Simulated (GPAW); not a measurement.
# Ti (Im-3m) in GPAW: convergence with plane-wave cutoff (eV)

Aim: find how far plane-wave cutoff (eV) must go before the results for Ti settle, at r2SCAN. This setting moves, with any that are tied to it; all else stays.

Program: GPAW 26.7.0. These are calculated values, not measurements. Logs are shortened: lines on timing, memory, paths and dates and some standing lists are left out, and cuts for length are marked. The log counts tension as positive stress, the text compression.

## 1. The structure

The structure is cubic, space group Im-3m (No. 229). Conventional cell: a = 3.282 Å, b = 3.282 Å, c = 3.282 Å, α = 90.00°, β = 90.00°, γ = 90.00°. Ti (site symmetry m-3m) is surrounded by 8 Ti at 2.84 Å.

This isn't the form of Ti at room conditions, which is hcp.

## 2. With plane-wave cutoff (eV) 240

File run.py:

```python
import json
import numpy as np
import spglib
from ase import Atoms
from ase.constraints import FixSymmetry
from ase.filters import FrechetCellFilter
from ase.io import read, write
from ase.optimize import BFGS
from ase.stress import full_3x3_to_voigt_6_stress, voigt_6_to_full_3x3_strain, voigt_6_to_full_3x3_stress
from ase.units import GPa
from gpaw import GPAW, PW

atoms = read('Ti.cif')
cell, positions, numbers = spglib.find_primitive(
    (atoms.cell[:], atoms.get_scaled_positions(), atoms.numbers), symprec=1e-4)
atoms = Atoms(numbers, cell=cell, scaled_positions=positions, pbc=True)

calc = GPAW(mode=PW(240),
            xc='MGGA_X_R2SCAN+MGGA_C_R2SCAN',
            kpts={'size': (8, 8, 8), 'gamma': True},
            occupations={'name': 'fermi-dirac', 'width': 0.05},
            nbands=14,
            convergence={'density': 1e-06, 'eigenstates': 1e-09},
            maxiter=150,
            txt='gpaw.txt')
atoms.calc = calc
atoms.set_constraint(FixSymmetry(atoms))
BFGS(FrechetCellFilter(atoms), trajectory='relax.traj', logfile='-').run(fmax=0.005, steps=40)
atoms.set_constraint()
energy = atoms.get_potential_energy()
forces = atoms.get_forces()
stress = atoms.get_stress()
calc.write('gs.gpw')
write('result.traj', atoms)
print('Cell:', atoms.cell.cellpar().round(4))
print(atoms.get_scaled_positions().round(5))

gpts = tuple(int(n) for n in calc.get_number_of_grid_points())
cell = atoms.cell[:].T
dataset = spglib.get_symmetry((atoms.cell[:], atoms.get_scaled_positions(), atoms.numbers), symprec=1e-4)
rotations = [cell @ w @ np.linalg.inv(cell) for w in dataset['rotations']]
strains, clamped, relaxed = [], [], []
for v in [0, 3]:
    for e in (-0.01, 0.01):
        voigt = np.zeros(6)
        voigt[v] = e
        F = voigt_6_to_full_3x3_strain(voigt)
        a = atoms.copy()
        a.set_cell(atoms.cell[:] @ F, scale_atoms=True)
        c = GPAW(mode=PW(240),
                 xc='MGGA_X_R2SCAN+MGGA_C_R2SCAN',
                 kpts={'size': (8, 8, 8), 'gamma': True},
                 occupations={'name': 'fermi-dirac', 'width': 0.05},
                 nbands=14,
                 convergence={'density': 1e-06, 'eigenstates': 1e-09},
                 maxiter=150,
                 gpts=gpts,
                 txt=f'strain-{v}{e:+.3f}.txt')
        a.calc = c
        s0 = s1 = a.get_stress() - stress
        print(v, e, 'clamped', (s0 / GPa).round(3), 'relaxed', (s1 / GPa).round(3), flush=True)
        for R in rotations:  # images under the point group
            eps = R @ (F - np.eye(3)) @ R.T
            strains.append(full_3x3_to_voigt_6_stress(eps) * [1, 1, 1, 2, 2, 2])
            for s, rows in ((s0, clamped), (s1, relaxed)):
                rows.append(full_3x3_to_voigt_6_stress(R @ voigt_6_to_full_3x3_stress(s) @ R.T))

C0, C = (np.linalg.lstsq(np.array(strains), np.array(s), rcond=None)[0].T / GPa for s in (clamped, relaxed))
print('Clamped-ion Cij (GPa):')
print(C0.round(1))
print('Relaxed-ion Cij (GPa):')
print(C.round(1))
json.dump({'clamped': C0.tolist(), 'relaxed': C.tolist()}, open('elastic.json', 'w'))
```

File Ti.cif:

```cif
data_Ti
_cell_length_a 3.28200000
_cell_length_b 3.28200000
_cell_length_c 3.28200000
_cell_angle_alpha 90.00000000
_cell_angle_beta 90.00000000
_cell_angle_gamma 90.00000000
_space_group_name_H-M_alt 'Im-3m'
_space_group_name_Hall '-I 4 2 3'
_space_group_IT_number 229
loop_
_space_group_symop_operation_xyz
'x,y,z'
'-x,-y,-z'
'-y,x,z'
'y,-x,-z'
'-x,-y,z'
'x,y,-z'
'y,-x,z'
'-y,x,-z'
'x,-y,-z'
'-x,y,z'
'-y,-x,-z'
'y,x,z'
'-x,y,-z'
'x,-y,z'
'y,x,-z'
'-y,-x,z'
'z,x,y'
'-z,-x,-y'
'z,-y,x'
'-z,y,-x'
'z,-x,-y'
'-z,x,y'
'z,y,-x'
'-z,-y,x'
'-z,x,-y'
'z,-x,y'
'-z,-y,-x'
'z,y,x'
'-z,-x,y'
'z,x,-y'
'-z,y,x'
'z,-y,-x'
'y,z,x'
'-y,-z,-x'
'x,z,-y'
'-x,-z,y'
'-y,z,-x'
'y,-z,x'
'-x,z,y'
'x,-z,-y'
'-y,-z,x'
'y,z,-x'
'-x,-z,-y'
'x,z,y'
'y,-z,-x'
'-y,z,x'
'x,-z,y'
'-x,z,-y'
'x+1/2,y+1/2,z+1/2'
'-x+1/2,-y+1/2,-z+1/2'
'-y+1/2,x+1/2,z+1/2'
'y+1/2,-x+1/2,-z+1/2'
'-x+1/2,-y+1/2,z+1/2'
'x+1/2,y+1/2,-z+1/2'
'y+1/2,-x+1/2,z+1/2'
'-y+1/2,x+1/2,-z+1/2'
'x+1/2,-y+1/2,-z+1/2'
'-x+1/2,y+1/2,z+1/2'
'-y+1/2,-x+1/2,-z+1/2'
'y+1/2,x+1/2,z+1/2'
'-x+1/2,y+1/2,-z+1/2'
'x+1/2,-y+1/2,z+1/2'
'y+1/2,x+1/2,-z+1/2'
'-y+1/2,-x+1/2,z+1/2'
'z+1/2,x+1/2,y+1/2'
'-z+1/2,-x+1/2,-y+1/2'
'z+1/2,-y+1/2,x+1/2'
'-z+1/2,y+1/2,-x+1/2'
'z+1/2,-x+1/2,-y+1/2'
'-z+1/2,x+1/2,y+1/2'
'z+1/2,y+1/2,-x+1/2'
'-z+1/2,-y+1/2,x+1/2'
'-z+1/2,x+1/2,-y+1/2'
'z+1/2,-x+1/2,y+1/2'
'-z+1/2,-y+1/2,-x+1/2'
'z+1/2,y+1/2,x+1/2'
'-z+1/2,-x+1/2,y+1/2'
'z+1/2,x+1/2,-y+1/2'
'-z+1/2,y+1/2,x+1/2'
'z+1/2,-y+1/2,-x+1/2'
'y+1/2,z+1/2,x+1/2'
'-y+1/2,-z+1/2,-x+1/2'
'x+1/2,z+1/2,-y+1/2'
'-x+1/2,-z+1/2,y+1/2'
'-y+1/2,z+1/2,-x+1/2'
'y+1/2,-z+1/2,x+1/2'
'-x+1/2,z+1/2,y+1/2'
'x+1/2,-z+1/2,-y+1/2'
'-y+1/2,-z+1/2,x+1/2'
'y+1/2,z+1/2,-x+1/2'
'-x+1/2,-z+1/2,-y+1/2'
'x+1/2,z+1/2,y+1/2'
'y+1/2,-z+1/2,-x+1/2'
'-y+1/2,z+1/2,x+1/2'
'x+1/2,-z+1/2,y+1/2'
'-x+1/2,z+1/2,-y+1/2'
loop_
_atom_site_label
_atom_site_type_symbol
_atom_site_symmetry_multiplicity
_atom_site_Wyckoff_symbol
_atom_site_fract_x
_atom_site_fract_y
_atom_site_fract_z
_atom_site_occupancy
Ti1 Ti 2 a 0.0000000000 0.0000000000 0.0000000000 1
```

Potentials or basis: GPAW PAW data sets (gpaw-data 1.2.1), pw.

Command:

```
> OMP_NUM_THREADS=1 python run.py
```

gpaw.txt:

```text
__  _  _
 | _ |_)|_||  |
 |__||  | ||/\| - 26.7.0

Input parameters:
  mode=PW(ecut=240.0),
  convergence={'density': 1e-06, 'eigenstates': 1e-09},
  kpts=MonkhorstPack(size=(8, 8, 8), gamma=True),
  maxiter=150,
  nbands=14,
  occupations=Occupations(name='fermi-dirac', width=0.05),
  xc=XC(name='MGGA_X_R2SCAN+MGGA_C_R2SCAN')

Diagonalizing LCAO Hamiltonian
Converting LCAO to pw mode

       Ti

Atoms  # Å, Bohr magnetons
|   | symbol |        x |        y |        z |    initial magnetic moments |
|---|--------|----------|----------|----------|-----------------------------|
| 0 |     Ti | 0.000000 | 0.000000 | 0.000000 | ( 0.0000,  0.0000,  0.0000) |

Unit cell  # Å
| periodic |         x |         y |         z |  lengths |     angles |
|----------|-----------|-----------|-----------|----------|------------|
|      yes | -1.641000 |  1.641000 |  1.641000 | 2.842295 | 109.471221 |
|      yes |  1.641000 | -1.641000 |  1.641000 | 2.842295 | 109.471221 |
|      yes |  1.641000 |  1.641000 | -1.641000 | 2.842295 | 109.471221 |
[... 199 lines left out ...]
|          2 |       -25.647 |     2.000 |
|          3 |       -25.647 |     2.000 |
|          4 |         1.798 |     2.000 |
|          5 |         9.295 |     0.000 |
|          6 |         9.295 |     0.000 |
|          7 |         9.295 |     0.000 |
|          8 |        11.051 |     0.000 |
|          9 |        11.051 |     0.000 |
|         10 |        26.162 |     0.000 |
|         11 |        26.162 |     0.000 |
|         12 |        26.162 |     0.000 |
|         13 |        32.231 |     0.000 |

No gap
No difference between direct/indirect transitions

Stress tensor  # eV/Ang^3
|         x |        y |         z |
|-----------|----------|-----------|
|  0.037034 | 0.000000 | -0.000000 |
|  0.000000 | 0.037034 |  0.000000 |
| -0.000000 | 0.000000 |  0.037034 |

Forces  # eV/Ang
|       x |        y |       z |
|---------|----------|---------|
| 0.00000 | -0.00000 | 0.00000 |  # Ti   0

Interpolating wave functions to new cell

       Ti

Atoms  # Å, Bohr magnetons
|   | symbol |        x |        y |        z |    initial magnetic moments |
|---|--------|----------|----------|----------|-----------------------------|
| 0 |     Ti | 0.000000 | 0.000000 | 0.000000 | ( 0.0000,  0.0000,  0.0000) |
[... 168 lines left out ...]
SCF iterations
|iter     | |      energy | eigst |  dens |
|---------|-|-------------|-------|-------|
|iter:   1| |  -14.585686 | -1.25 |       |
|iter:   2| |  -10.847519 | -2.38 | -1.78 |
|iter:   3| |  -10.830577 | -3.21 | -1.84 |
|iter:   4| |  -10.832809 | -5.46 | -2.07 |
|iter:   5| |  -10.835489c| -5.33 | -2.13 |
|iter:   6| |  -10.835985c| -5.57 | -2.48 |
|iter:   7| |  -10.835999c| -6.84 | -3.08 |
|iter:   8| |  -10.836008c| -6.27 | -3.25 |
|iter:   9| |  -10.836008c| -8.31 | -4.32 |
|iter:  10| |  -10.836008c| -8.74 | -4.72 |
|iter:  11| |  -10.836008c| -9.68c| -5.78 |
|iter:  12| |  -10.836008c| -9.89c| -6.20c|

Converged in 12 steps
Energy contributions relative to reference atoms: (reference = -23224.014282)

Energy contributions:
  Kinetic:          -7.216863
  Coulomb:           5.672159
  Zero:              1.114982
  External:          0.000000
  Xc:              -10.396836
  Entropy:          -0.018900
  Spinorbit:         0.000000
  ----------------------------
  Free energy:     -10.845458
  Extrapolated:    -10.836008
[... 9 lines left out ...]
|          2 |       -25.249 |     2.000 |
|          3 |       -25.249 |     2.000 |
|          4 |         2.045 |     2.000 |
|          5 |         9.629 |     0.000 |
|          6 |         9.629 |     0.000 |
|          7 |         9.629 |     0.000 |
|          8 |        11.431 |     0.000 |
|          9 |        11.431 |     0.000 |
|         10 |        26.668 |     0.000 |
|         11 |        26.668 |     0.000 |
|         12 |        26.668 |     0.000 |
|         13 |        32.939 |     0.000 |

No gap
No difference between direct/indirect transitions

Stress tensor  # eV/Ang^3
|         x |         y |        z |
|-----------|-----------|----------|
|  0.017226 | -0.000000 | 0.000000 |
| -0.000000 |  0.017226 | 0.000000 |
|  0.000000 |  0.000000 | 0.017226 |

Forces  # eV/Ang
|       x |       y |       z |
|---------|---------|---------|
| 0.00000 | 0.00000 | 0.00000 |  # Ti   0

Interpolating wave functions to new cell

       Ti

Atoms  # Å, Bohr magnetons
|   | symbol |        x |        y |        z |    initial magnetic moments |
|---|--------|----------|----------|----------|-----------------------------|
| 0 |     Ti | 0.000000 | 0.000000 | 0.000000 | ( 0.0000,  0.0000,  0.0000) |
[... 210 lines left out ...]
|          2 |       -24.912 |     2.000 |
|          3 |       -24.912 |     2.000 |
|          4 |         2.256 |     2.000 |
|          5 |         9.905 |     0.000 |
|          6 |         9.906 |     0.000 |
|          7 |         9.906 |     0.000 |
|          8 |        11.752 |     0.000 |
|          9 |        11.752 |     0.000 |
|         10 |        27.090 |     0.000 |
|         11 |        27.091 |     0.000 |
|         12 |        27.091 |     0.000 |
|         13 |        33.540 |     0.000 |

No gap
No difference between direct/indirect transitions

Stress tensor  # eV/Ang^3
|         x |         y |         z |
|-----------|-----------|-----------|
|  0.000921 | -0.000000 | -0.000000 |
| -0.000000 |  0.000921 |  0.000000 |
| -0.000000 |  0.000000 |  0.000921 |

Forces  # eV/Ang
|        x |       y |       z |
|----------|---------|---------|
| -0.00000 | 0.00000 | 0.00000 |  # Ti   0

Interpolating wave functions to new cell

       Ti

Atoms  # Å, Bohr magnetons
|   | symbol |        x |        y |        z |    initial magnetic moments |
|---|--------|----------|----------|----------|-----------------------------|
| 0 |     Ti | 0.000000 | 0.000000 | 0.000000 | ( 0.0000,  0.0000,  0.0000) |
[... 213 lines left out ...]
|          2 |       -24.893 |     2.000 |
|          3 |       -24.893 |     2.000 |
|          4 |         2.268 |     2.000 |
|          5 |         9.921 |     0.000 |
|          6 |         9.921 |     0.000 |
|          7 |         9.921 |     0.000 |
|          8 |        11.770 |     0.000 |
|          9 |        11.770 |     0.000 |
|         10 |        27.113 |     0.000 |
|         11 |        27.114 |     0.000 |
|         12 |        27.114 |     0.000 |
|         13 |        33.574 |     0.000 |

No gap
No difference between direct/indirect transitions

Stress tensor  # eV/Ang^3
|         x |         y |         z |
|-----------|-----------|-----------|
| -0.000184 | -0.000000 |  0.000000 |
| -0.000000 | -0.000184 |  0.000000 |
|  0.000000 |  0.000000 | -0.000184 |

Forces  # eV/Ang
|       x |       y |       z |
|---------|---------|---------|
| 0.00000 | 0.00000 | 0.00000 |  # Ti   0

# Writing to gs.gpw (mode='')
```

Run time: 2.2 min. Hardware: 1 thread of Intel Xeon Platinum 8375C at 2.90GHz (Ice Lake), shared host; peak memory 0.57 GiB.

What came out:

```yaml
Free_energy: -10.8348 eV
Relaxed_volume: 16.77 Å³/atom
Relaxed_cell: a = 2.793 Å, b = 2.793 Å, c = 2.793 Å, α = 109.47°, β = 109.47°, γ = 109.47°
Space_group_after_relaxing_to_0.05_Å: Im-3m (No. 229)
Pressure_after_relaxing: 0.0 GPa
Band_gap_on_the_k_mesh: none (metal or under the smearing width)
Elastic_constants_C11_C12_C44: 88, 126, 58 GPa
Voigt_bulk_modulus: 113 GPa
```

(Part 1 of 2 ends here.)
